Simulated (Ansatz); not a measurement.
This is a one-shot G0W0 calculation with the plane-wave code Ansatz on GaAs (started from an entry of an open crystallographic database); the level of theory is G0W0@PBE with 135 empty bands, a screening cutoff of 120 eV and a 4×4×4 mesh. The cell was relaxed beforehand with r2SCAN.

The input:
```yaml
crystal:
  lattice:
    - [0.0, 2.8330831922, 2.8330831922]
    - [2.8330831922, 0.0, 2.8330831922]
    - [2.8330831922, 2.8330831922, 0.0]
  atoms:
    - { symbol: Ga, position: [0.0, 0.0, 0.0] }
    - { symbol: As, position: [0.25, 0.25, 0.25] }
kpoints:
  mp_grid: { grid: [4, 4, 4] }
hamiltonian:
  xc: pbe
scf:
  occupations: { method: fixed }
gw:
  n_empty_bands: 135
  ecut_chi: 120
  qp_bands: [v2, c2]
  qp_kpoints: band_edges
  screening: { model: contour_deformation }
```

Run as `ansatz run input.yaml --threads 2 --pin off --max-ram 2211MiB --backend cpu --events-out ev --progress --plain --runs-dir out`.

Output, abridged:
```
Pseudopotential: Ga, paw, valence charge 13, recommended cutoff 420 eV (normal)
Pseudopotential: As, paw, valence charge 15, recommended cutoff 420 eV (normal)
Functional definition: PBE
Crystal: 2 atoms, lattice volume = 45.479 Å³
Basis set: ecut = 420 eV, 893 PW (Γ)
Bands: 18, of which v1, the nominal top of the filled ones, is band 14 counted from 1 (13 counted from 0)
Symmetry: 24 space group operations
Space group: F-43m (ITA 216)
k-points: 8 of 64 (time reversal used)
SCF iter   1: HF=-8639.667412 eV  Δρ=1.80e-3  dr2=6.20e-4
SCF iter   2: HF=-8639.666796 eV  Δρ=5.76e-4  dr2=1.02e-4
SCF iter   3: HF=-8639.666749 eV  Δρ=3.55e-4  dr2=2.39e-5
SCF iter   4: HF=-8639.666759 eV  Δρ=1.70e-4  dr2=7.17e-6
SCF iter   5: HF=-8639.666762 eV  Δρ=8.34e-5  dr2=1.31e-6
SCF iter   6: HF=-8639.666761 eV  Δρ=2.25e-5  dr2=1.01e-7
SCF iter   7: HF=-8639.666761 eV  Δρ=6.83e-7  dr2=1.25e-10
SCF 1 converged in 7 iterations: F = -8639.666761 eV  dr2 = 1.25e-10
Free energy (F): -8639.666761 eV
Fermi energy:    8.141405 eV
--- Per-component energies (eV) ---
  E_band       = -312.687598
  E_kinetic    = 219.743599
  E_local      = -3927.003036
  E_nonlocal   = -245.301549
  E_hartree    = 1979.019926
  E_xc         = -148.291431
  E_vxc        = -137.302629
  E_paw        = -3825.043946
  E_vpaw       = -180.862873
  E_ewald      = -2692.790196
--- G₀W₀: contour deformation, 8 samples at zero and on the imaginary axis and 2 off it, 64 q-points, 135 empty bands' worth ---
    ik  band        ε_KS         Σx   Σc(E_QP)       V_xc       Z   E_QP_lin       E_QP  E_QP is
     0    13      8.1414   -17.1146     1.3626   -15.2802  0.7572     7.6605     7.6696  root
     0    14      8.1414   -17.1146     1.3626   -15.2802  0.7572     7.6605     7.6696  root
     0    15      8.5962   -11.5661    -4.0934   -15.9729  0.7664     8.9131     8.9097  root
     0    16     11.8448    -7.6978    -4.4190   -12.1473  0.7551    11.8754    11.8753  root
     1    13      7.4657   -16.5712     1.5047   -14.5718  0.7530     6.9607     6.9710  root
     1    14      7.4657   -16.5712     1.5047   -14.5718  0.7530     6.9607     6.9710  root
     1    15      9.5534    -9.5466    -4.0782   -13.7601  0.7652     9.6892     9.6886  root
     1    16     12.7087    -7.7674    -4.6380   -12.4398  0.7511    12.7431    12.7430  root
     2    13      7.0042   -16.4542     1.6917   -14.2447  0.7488     6.4745     6.4864  root
     2    14      7.0042   -16.4542     1.6917   -14.2447  0.7488     6.4745     6.4864  root
     2    15      9.1067    -9.5193    -3.9614   -13.5854  0.7682     9.2118     9.2115  root
     2    16     12.7536    -7.2348    -4.6090   -11.8271  0.7476    12.7369    12.7369  root
     3    13      6.4590   -15.9597     1.7943   -13.6349  0.7419     5.9170     5.9286  root
     3    14      6.4590   -15.9597     1.7943   -13.6349  0.7419     5.9170     5.9286  root
     3    15     10.1075    -7.5820    -4.0165   -11.5404  0.7677    10.0496    10.0494  root
     3    16     11.3791    -8.5656    -4.3806   -12.9898  0.7538    11.4227    11.4226  root
     6    13      5.4769   -15.7596     2.2148   -12.9855  0.7279     4.9008     4.9176  root
     6    14      5.4769   -15.7596     2.2148   -12.9855  0.7279     4.9008     4.9176  root
     6    15      9.5990    -6.6958    -3.8826   -10.3930  0.7756     9.4145     9.4135  root
     6    16      9.7892    -8.0056    -3.9192   -11.8621  0.7695     9.7266     9.7265  root
```

The points are ik 0 = (0, 0, 0) (Γ), ik 1 = (0, 0, 1/4), ik 2 = (0, 0, -1/2) (L), ik 3 = (0, 1/4, 1/4), ik 6 = (0, -1/2, -1/2) (X); band 14 is the last filled one.

G0W0 moves the gap on the mesh from 0.45 eV (PBE) to 1.24 eV (direct at Γ). Renormalisation factors Z lie between 0.73 and 0.78. No extrapolation in bands, cutoff or mesh was made for G0W0.

Calculated for a static, non-magnetic cell.

The runs are scalar-relativistic, without spin-orbit coupling.

For so narrow a gap this mesh doesn't settle the screening, and the bands and cutoff are finite.

With a shallow d shell on the cation, G0W0 converges slowly in bands and cutoff, so these values are in doubt.
